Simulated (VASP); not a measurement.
Write the native input for VASP 6.6.1 that does the following.

```
Task                   : dielectric tensor
Functional             : PBEsol
Potentials or basis    : VASP PAW PBE potentials, release 64 (Rb_sv, Br)
Cutoff                 : 600 eV
k mesh                 : 12 × 12 × 12
Occupations            : gaussian, width 0.03 eV
Spin                   : no spin polarisation
Monkhorst-Pack mesh    : yes
Further INCAR settings : ALGO = Normal; EDIFF = 1e-08
```

The structure of RbBr lies in POSCAR:

```
RbBr                                    
1.0
   -0.0000000000      3.3277326227      3.3277326227
    3.3277326227     -0.0000000000      3.3277326227
    3.3277326227      3.3277326227      0.0000000000
  Rb              Br            
     1     1
Direct
     0.0000000000000000    0.0000000000000000    0.0000000000000000
     0.5000000000000000    0.5000000000000000    0.5000000000000000
```

These files were run (other wordings do the same):

INCAR

```
PREC = Accurate
ENCUT = 600
EDIFF = 1E-8
ISMEAR = 0
SIGMA = 0.03
LREAL = False
LASPH = True
NELM = 80
ALGO = Normal
ISIF = 2
LWAVE = False
LCHARG = False
GGA = PS
LEPSILON = True
```

KPOINTS

```
regular mesh
0
Monkhorst-Pack
  12 12 12
```

Potentials or basis: VASP PAW PBE potentials, release 64 (Rb_sv, Br).

Run with:

```sh
$ cat potpaw_PBE.64/Rb_sv/POTCAR potpaw_PBE.64/Br/POTCAR > POTCAR
$ mpirun -np 1 vasp_std > vasp.out
```

Results of the run:

| Property | Result |
| --- | --- |
| Electronic dielectric tensor (diagonal) | 2.71 |
| Born charges (mean of the diagonal) | Rb +1.14; Br -1.14 e |

It took 52 min on 1 thread of Intel(R) Xeon(R) Platinum 8488C (Sapphire Rapids) (shared host), peak memory 1.3 GiB.
